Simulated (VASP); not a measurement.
Set up this calculation in VASP 6.6.1, as the native input.

| Quantity | Value |
| --- | --- |
| Task | single point |
| Functional | PBE |
| Potentials or basis | VASP PAW PBE potentials, release 64 (In_d, Se) |
| Cutoff | 400 eV |
| k mesh | 12 × 12 × 2 |
| Occupations | gaussian, width 0.02 eV |
| Spin | no spin polarisation |
| Further INCAR settings | ALGO = Normal; EDIFF = 1e-06; NBANDS = 48 |

The structure of InSe lies in POSCAR:

```
InSe
1.0
    4.0321066000      0.0000000000      0.0000000000
   -2.0160533000      3.4919067000      0.0000000000
    0.0000000000      0.0000000000     16.7472324000
In Se
4 4
Direct
    0.3333334000      0.6666667000      0.1666036000
    0.6666666000      0.3333334000      0.6666036000
    0.3333334000      0.6666667000      0.3333964000
    0.6666666000      0.3333334000      0.8333964000
    0.3333334000      0.6666667000      0.5896630000
    0.6666666000      0.3333334000      0.0896629000
    0.3333334000      0.6666667000      0.9103370000
    0.6666666000      0.3333334000      0.4103371000
```

The cell was built by a generator and needn't be a form met in nature.

One way to write it, as run:

INCAR

```
PREC = Accurate
ENCUT = 400
EDIFF = 1E-6
ISMEAR = 0
SIGMA = 0.02
LREAL = False
LASPH = True
NELM = 80
ALGO = Normal
ISIF = 2
LWAVE = False
LCHARG = True
GGA = PE
LELF = True
LVHAR = True
NBANDS = 48
```

KPOINTS

```
Automatic mesh
0
Gamma
  12 12 2
```

Potentials or basis: VASP PAW PBE potentials, release 64 (In_d, Se).

Run with:

```bash
$ cat potpaw_PBE.64/In_d/POTCAR potpaw_PBE.64/Se/POTCAR > POTCAR
$ mpirun -np 1 vasp_std > vasp.out
```

It gave:

```json
{
  "Pressure": "1.7 GPa",
  "Largest force": "0.016 eV/Å",
  "Band gap on the k mesh": "0.35 eV, direct"
}
```

Caveat: spin-orbit coupling is left out, which moves the levels of the heavy elements; this functional lacks dispersion, which binds the layers, so the pressure and a relaxed spacing across them are unreliable.

Run time: 3.2 min on 1 thread of Intel(R) Xeon(R) 6975P-C (Granite Rapids), with other jobs on the host, peak memory 0.41 GiB.
